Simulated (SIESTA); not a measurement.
The system is SnO2 (Cassiterite).

```xyz
6
Lattice="4.7380 0.0000 0.0000 0.0000 4.7380 0.0000 0.0000 0.0000 3.1865" Properties=species:S:1:pos:R:3 pbc="T T T"
Sn    2.3690    2.3690    1.5933
Sn    0.0000    0.0000    0.0000
O     3.8240    0.9140    1.5933
O     3.2830    3.2830    0.0000
O     0.9140    3.8240    1.5933
O     1.4550    1.4550    0.0000
```

Base run:

* Program: SIESTA 5.4.2
* Functional: PBE
* Potentials or basis: PseudoDojo 0.4 standard (PBE files)
* Basis: TZ (energy shift 0.005 Ry)
* Grid cutoff: 800 Ry
* Energy shift: 0.005 Ry
* k mesh: 6 × 6 × 8
* Occupations: fermi-dirac, width 0.05 eV
* Spin: no spin polarisation

Its results: band gap on the k mesh 0.88 eV, direct; pressure 15.5 GPa; largest force 0.305 eV/Å.

Q: The run is repeated on the same cell with these changes: basis from TZ (energy shift 0.005 Ry) to SZ (energy shift 0.002 Ry); energy shift from 0.005 Ry to 0.002 Ry. What comes out?

A: Band gap on the k mesh 0.28 eV, direct; pressure 29.2 GPa; largest force 0.546 eV/Å.

Caveats: the basis has no polarisation orbitals; spin-orbit coupling is left out, which moves the levels of the heavy elements; the basis of atomic orbitals isn't converged, which shifts pressures, moduli and gaps; semicore shells carry a single zeta, which can move pressures by several GPa and volumes by a few percent (some runs); so large a pressure means that the cell lies far from this level's equilibrium, or that cutoff or potentials fall short (some runs); a pressure of tens of GPa on the cell as given is suspect, and the run, the potentials or the cell itself is likely at fault (some runs).

Not every run made on this cell is shown here.
